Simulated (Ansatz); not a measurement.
ZrO2:
```xyz
6
Lattice="3.5845 0.0000 0.0000 0.0000 3.5845 0.0000 0.0000 0.0000 5.1788" Properties=species:S:1:pos:R:3 pbc="T T T"
Zr     0.0000     0.0000     0.0000
Zr     1.7922     1.7922     2.5894
O      0.0000     1.7922     1.5477
O      0.0000     1.7922     4.1371
O      1.7922     0.0000     1.0417
O      1.7922     0.0000     3.6311
```

Relaxed with PBEsol. Special points in fractions of this cell's reciprocal vectors: Γ (0.000, 0.000, 0.000); X (0.000, 0.500, 0.000); M (0.500, 0.500, 0.000); Z (0.000, 0.000, 0.500); R (0.000, 0.500, 0.500); A (0.500, 0.500, 0.500).

Q: List the band energies nearest the valence-band maximum at these points for PBEsol (plane waves, PAW; program Ansatz).

A: In eV from the valence-band maximum; about four levels below and three above (degenerate sets whole), none deeper than 8.9 eV; points with the same levels are listed once.

```
k                    below                above
-  -----------------------  -------------------
Γ  -0.64 -0.13 -0.12 -0.12       4.00 4.51 5.20
X  -1.46 -1.46 -0.12 -0.12  4.43 4.43 5.41 5.41
M  -0.87 -0.87 -0.34 -0.34  5.16 5.16 5.36 5.36
Z  -0.50 -0.50 -0.03 -0.03  4.58 4.58 5.18 5.18
R  -1.30 -1.30 -0.90 -0.90  4.55 4.55 4.83 4.83
A  -1.42 -1.42 -0.05 -0.05  5.19 5.19 5.62 5.62
```

Space group P4_2/nmc. This is a known high-temperature phase of the composition, computed here at zero pressure and temperature. The cell was relaxed with PBEsol under the symmetry of its start; whether a distortion lowers the energy is not shown. No spin polarisation was allowed. Scalar-relativistic: spin–orbit coupling is off unless named, which matters more the heavier the elements.

Potentials: the earlier of the program's two PAW sets. The files were generated under PBE; for other functionals the program regenerates the frozen cores, and for LDA and PBEsol the local potential too.
